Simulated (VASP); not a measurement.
# PbTe: molecular dynamics with the cell free or held by constraints

PbTe, Fm-3m (no. 225), 8 atoms in the cell. PBE, constrained or biased molecular dynamics; PAW potentials Pb, Te (PBE set).

| Held coordinates | Spread of the volume (Å³) | Time (s) |
|---|---|---|
| none | 0.49 | 57 |
| volume held, shape free | 0.00 | 53 |
| angles held, lengths free | 1.13 | 49 |
| lengths in step, angles held | 0.63 | 50 |

Limits: each run has its own random start, so only a spread that vanishes tells of a constraint; the run is only 0.12 ps long, so its averages are rough.

## Input of the first row

INCAR:
```
PREC = Normal ; EDIFF = 1E-5
LREAL = False ; ALGO = Normal
NELMIN = 4 ; ISYM = 0
LWAVE = False ; LCHARG = False
IBRION = 0 ; ISIF = 3
TEBEG = 500 ; POTIM = 2.0
RANDOM_SEED = 35919 0 0 ; ENCUT = 240
ISMEAR = 0 ; SIGMA = 0.05
MDALGO = 3 ; LANGEVIN_GAMMA = 10 10
LANGEVIN_GAMMA_L = 10 ; PMASS = 1000
NSW = 60
```

KPOINTS:
```
k-points
0
Gamma
  3 3 3
```

POSCAR:
```
TePb
1.0
    6.4620000000      0.0000000000      0.0000000000
    0.0000000000      6.4620000000      0.0000000000
    0.0000000000      0.0000000000      6.4620000000
Pb Te
4 4
Direct
    0.0000000000      0.0000000000      0.0000000000
    0.0000000000      0.5000000000      0.5000000000
    0.5000000000      0.0000000000      0.5000000000
    0.5000000000      0.5000000000      0.0000000000
    0.5000000000      0.0000000000      0.0000000000
    0.5000000000      0.5000000000      0.5000000000
    0.0000000000      0.0000000000      0.5000000000
    0.0000000000      0.5000000000      0.0000000000
```

Commands:
```
cat potpaw_PBE.64/Pb/POTCAR potpaw_PBE.64/Te/POTCAR > POTCAR
mpirun -np 4 vasp_std > vasp.out
```

ICONST of row 4:
```
LA 1 2 0
LA 1 3 0
LA 2 3 0
LR 1 0
LR 2 0
LR 3 0
S 1.0 0.0 0.0 0.0 0.0 0.0 0
S 0.0 1.0 0.0 0.0 0.0 0.0 0
S 0.0 0.0 1.0 0.0 0.0 0.0 0
S 0 0 0 1 -1 0 0
S 0 0 0 1 0 -1 0
```

VASP 6.6.1 took 57 s on 4 cores (Intel Xeon 6975P-C (Granite Rapids)), a shared host.
